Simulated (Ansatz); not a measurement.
Ansatz input

```yaml
crystal:
  lattice:
    - [0.0, 4.9389199529, 4.9389199529]
    - [4.9389199529, 0.0, 4.9389199529]
    - [4.9389199529, 4.9389199529, 0.0]
  atoms:
    - { symbol: Ba, position: [0.125, 0.125, 0.125] }
    - { symbol: Ba, position: [0.875, 0.875, 0.875] }
hamiltonian:
  xc: revpbe
  pseudopotentials:
    kind: paw
    azcp:
      Ba: "pseudopotentials/Ba.paw.azcp"
basis:
  ecutwfc: 420
  fft_grid_basis: typed
kpoints:
  mp_grid: { grid: [9, 9, 9], shift: [0, 0, 0] }
magnetization:
  spin_polarized: false
scf:
  occupations: { method: fermi_dirac, width: 0.1 }
```

and its output:

```
Engine: ansatz 0.2.0, x86_64-unknown-linux-gnu
Pseudopotentials: kind: paw
Pseudopotential: Ba, paw, valence charge 10, recommended cutoff 420 eV (normal) 
Functional definition: revPBE
  parameter kappa = 1.245
  parameter beta = 0.06672455060314922
  exchange = pbe_x(kappa = kappa, mu = beta*pi^2/3)
  correlation = pbe_c(beta = beta)
Crystal: 2 atoms, lattice volume = 240.949 Å³
Basis set: ecut = 420 eV, 4693 PW (Γ)
Bands: 14, of which v1, the nominal top of the filled ones, is band 10 counted from 1 (9 counted from 0)
Symmetry: 48 space group operations
Space group: Fd-3m (ITA 227), of the structure as read, at distance tolerance 6.2e-5 Å
k-points: 35 of 729
Non-local potential: Ba, projectors of the file, l = 0: 3, l = 1: 2, l = 2: 2, l = 3: 2
PAW form: soft (Blöchl's): semilocal exchange-correlation on the pseudo side does not see the compensation charge
PAW frozen core: Ba, regenerated for the run's functional, and the local potential with it (the file was generated under x = pbe(κ = 0.804, μ = 0.2195149727645171), c = pbe(β = 0.06672455060314922))
PAW one-centre angular grid: Ba, 194 points (default); XC on 64 Gauss nodes
Initial density: superposition of atomic densities (neutral atoms: chi_scale 0, normalization atom), corrected by the library's trained network
Initial wavefunctions: pseudopotential atomic-orbital guess
Functional: x = revpbe(κ = 1.245, μ = 0.2195149727645171), c = pbe(β = 0.06672455060314922)
SCF iter   1: F=—  HF=-11910.865581 eV  |F-HF|=—  |Δ(HF+E_count)|=         —  Δρ=2.30e-3  dr2=6.78e-2  ethr=1.77e-3  ⟨swp⟩=8.1  Hψ=8052  notcnv=0
automatic band count: the SCF goes on with 18 bands, as 14 were too few: the levels above may hold too much charge
SCF iter   2: F=—  HF=-11910.862525 eV  |F-HF|=—  |Δ(HF+E_count)|=   3.06e-3  Δρ=1.18e-3  dr2=1.65e-2  ethr=3.39e-4  ⟨swp⟩=2.2  Hψ=1273  notcnv=0
SCF iter   3: F=—  HF=-11910.872961 eV  |F-HF|=—  |Δ(HF+E_count)|=   1.04e-2  Δρ=5.37e-4  dr2=2.49e-3  ethr=8.24e-5  ⟨swp⟩=2.0  Hψ=959  notcnv=0
SCF iter   4: F=—  HF=-11910.873904 eV  |F-HF|=—  |Δ(HF+E_count)|=   9.43e-4  Δρ=1.35e-4  dr2=6.80e-5  ethr=1.24e-5  ⟨swp⟩=2.9  Hψ=1117  notcnv=0
SCF iter   5: F=—  HF=-11910.874107 eV  |F-HF|=—  |Δ(HF+E_count)|=   2.03e-4  Δρ=3.67e-5  dr2=3.97e-6  ethr=3.40e-7  ⟨swp⟩=2.1  Hψ=1084  notcnv=0
SCF iter   6: F=—  HF=-11910.874116 eV  |F-HF|=—  |Δ(HF+E_count)|=   8.21e-6  Δρ=1.10e-5  dr2=3.39e-7  ethr=1.98e-8  ⟨swp⟩=3.0  Hψ=1238  notcnv=0
SCF iter   7: F=-11910.874117 eV  HF=-11910.874117 eV  |F-HF|=5.30e-8  |Δ(HF+E_count)|=   1.12e-6  Δρ=3.21e-6  dr2=3.33e-8  ethr=5.00e-10  ⟨swp⟩=3.0  Hψ=1211  notcnv=0
SCF 1 converged in 7 iterations: F = -11910.874117 eV  dr2 = 3.33e-8
SCF converged after 7 iterations
Free energy (F): -11910.874117 eV
Harris-Foulkes:  -11910.874117 eV  (|F-HF|=5.30e-8)
Internal energy: -11910.628601 eV  (E = F + TS)
E sigma→0 (E₀):  -11910.751359 eV
Entropy (-TS):   -0.245515 eV (-122.758 meV/atom)
Fermi energy:    2.084405 eV
--- Per-component energies (eV) ---
  E_band       = -260.709052
  E_kinetic    = 329.987633
  E_local      = -1176.059311  (includes V_loc(G=0)·N_el)
  E_nonlocal   = 113.266340
  E_hartree    = 402.865445
  E_xc         = -330.742043
  E_vxc        = -263.067743  (∫ρ·V_xc dr)
  E_paw        = -10464.603640  (= ΣΔE_a)
  E_vpaw       = -70.563923  (= ΣTr[D̂ρ^β])
  E_aug_tail   = -0.000003  (compensation charges beyond the density's cutoff)
  E_ewald      = -785.272720
  E_core_change = -0.070302  (= ΣΔE_core)
  E_smearing   = -0.245515  (= −TS)
  E_closure    = 0.000000  (closes the sum)
  Σ components = -11910.874117   (vs F -11910.874117, Δ=0.00e0)
```
